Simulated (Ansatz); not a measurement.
# BaTe: the cost of one run

Method: DFT PBE, scalar-relativistic, plane waves, PAW, in Ansatz 0.2.0.

2 further runs of the same task are left out: 1 that didn't finish, 1 set aside as unsound or not needed.

### 1 The starting structure

It takes space group Fm-3m (No. 225, cubic). The conventional cell has a = 6.820 Å, b = 6.820 Å, c = 6.820 Å, α = 90.00°, β = 90.00°, γ = 90.00°. Ba (site symmetry m-3m) has 6 Te at 3.41 Å as nearest neighbours. Te (site symmetry m-3m) has 6 Ba at 3.41 Å as nearest neighbours.

As a file:

```cif
data_structure
_symmetry_space_group_name_H-M 'P 1'
_symmetry_Int_Tables_number 1
_cell_length_a 4.8225
_cell_length_b 4.8225
_cell_length_c 4.8225
_cell_angle_alpha 60.000
_cell_angle_beta 60.000
_cell_angle_gamma 60.000
_cell_volume 79.30
loop_
_atom_site_label
_atom_site_type_symbol
_atom_site_fract_x
_atom_site_fract_y
_atom_site_fract_z
_atom_site_occupancy
Ba1 Ba 0.00000 0.00000 0.00000 1
Te1 Te 0.50000 0.50000 0.50000 1
```

The structure comes from the Crystallography Open Database.

### 2 A change within the space group

What differs from the listed cell: strain xx, yy, zz, yz, xz, xy = +0.9, +0.9, +0.9, +0.0, +0.0, +0.0 %.

input.yaml reads:

```yaml
crystal:
  lattice:
    - [0.0, 3.4414402, 3.4414402]
    - [3.4414402, 0.0, 3.4414402]
    - [3.4414402, 3.4414402, 0.0]
  atoms:
    - { symbol: Ba, position: [0.0, 0.0, 0.0] }
    - { symbol: Te, position: [0.5, 0.5, 0.5] }
basis:
  ecutwfc: 420
kpoints:
  mp_grid: { grid: [8, 8, 8] }
hamiltonian:
  xc: pbe
scf:
  occupations: { method: gaussian, width: 0.02 }
output:
  forces: true
  stress: true
  eigenvalues: true
```

On the command line:

```
> ansatz run input.yaml --threads 1 --pin off --max-ram 1331MiB --backend cpu --events-out ev --progress --plain --runs-dir out
```

**Question.** How long does this run take on 1 thread of an x86-64 CPU, shared host, and how much memory does it need?

About 6 s, with a peak of 0.39 GiB.
